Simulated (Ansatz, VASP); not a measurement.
## Two plane-wave programs on BeTe

File POSCAR:

```
BeTe
1.0
    0.0000000000      2.7134535211      2.7134535211
    2.7134535211      0.0000000000      2.7134535211
    2.7134535211      2.7134535211      0.0000000000
Te Be
1 1
Direct
    0.7500000000      0.7500000000      0.7500000000
    0.0000000000      0.0000000000      0.0000000000
```

The input INCAR.step1:

```
SYSTEM = BeTe
PREC     = Accurate       ! precision mode
ENCUT    = 520            ! plane-wave cutoff, eV
ISMEAR   = -1             ! smearing method
SIGMA    = 0.05           ! smearing width, eV
LREAL    = .FALSE.        ! projectors in reciprocal space
LASPH    = .TRUE.         ! aspherical terms in the spheres
NELM     = 60             ! most SCF steps
NBANDS   = 11             ! bands
GGA      = PE             ! functional
ALGO     = Normal         ! electronic algorithm
EDIFF    = 1E-4           ! SCF threshold, eV
LWAVE    = .TRUE.         ! write WAVECAR
LCHARG   = .FALSE.        ! write CHGCAR
```

INCAR.step2

```
SYSTEM = BeTe
PREC     = Accurate       ! precision mode
ENCUT    = 520            ! plane-wave cutoff, eV
EDIFF    = 1E-7           ! SCF threshold, eV
ISMEAR   = -1             ! smearing method
SIGMA    = 0.05           ! smearing width, eV
LREAL    = .FALSE.        ! projectors in reciprocal space
LASPH    = .TRUE.         ! aspherical terms in the spheres
NELM     = 60             ! most SCF steps
ALGO     = Normal         ! electronic algorithm
ISIF     = 2              ! what is computed and relaxed
LWAVE    = .FALSE.        ! write WAVECAR
LCHARG   = .FALSE.        ! write CHGCAR
METAGGA  = R2SCAN         ! meta-GGA
LMIXTAU  = .TRUE.       
NBANDS   = 11             ! bands
ISTART   = 1
```

File KPOINTS:

```
regular mesh
0
G
  8 8 8
  0 0 0
```

Contents of input.yaml:

```yaml
crystal:
  lattice:
    - [0.0, 2.7134535211, 2.7134535211]
    - [2.7134535211, 0.0, 2.7134535211]
    - [2.7134535211, 2.7134535211, 0.0]
  atoms:
    - { symbol: Te, position: [0.75, 0.75, 0.75] }
    - { symbol: Be, position: [0.0, 0.0, 0.0] }
hamiltonian:
  xc: r2scan
  pseudopotentials: { kind: paw }
kpoints:
  mp_grid: { grid: [8, 8, 8] }
scf:
  occupations: { method: fermi_dirac, width: 0.05 }
output:
  forces: true
  stress: true
  eigenvalues: true
```

Alike in both runs: task single point; functional r2SCAN; k mesh 8 × 8 × 8; occupations fermi-dirac, width 0.05 eV; no spin polarisation.

|  | VASP | Ansatz |
| --- | --- | --- |
| version | VASP 6.6.1 | Ansatz 0.2.0 |
| potentials or method | VASP PAW PBE potentials, release 64 (Te, Be) | Ansatz PAW |
| plane-wave cutoff (eV) | 520 | 500 |
| valence electrons in the cell | 8 | 18 |

VASP gave:

```
gap on the k mesh at the Fermi level (eV) : 2.03
least direct gap on the mesh (eV)         : 3.87
pressure (GPa)                            : 9.7
```

Task: Which values does Ansatz return?

Result: gap on the k mesh at the Fermi level (eV): 2.04; least direct gap on the mesh (eV): 3.89; pressure (GPa): 9.4.

The two sets of potentials don't hold the same shells in valence.

Caveats: spin-orbit coupling is left out, which moves the levels of the heavy elements; the PAW data sets were made with another functional, which shifts forces and pressure a little (VASP); the PAW data sets come from PBE, with cores solved anew for the run's functional, which leaves a small shift of forces and pressure (Ansatz). A k mesh can miss the band edges. r2SCAN opens gaps a little over a GGA but as a rule still falls short of measured ones.
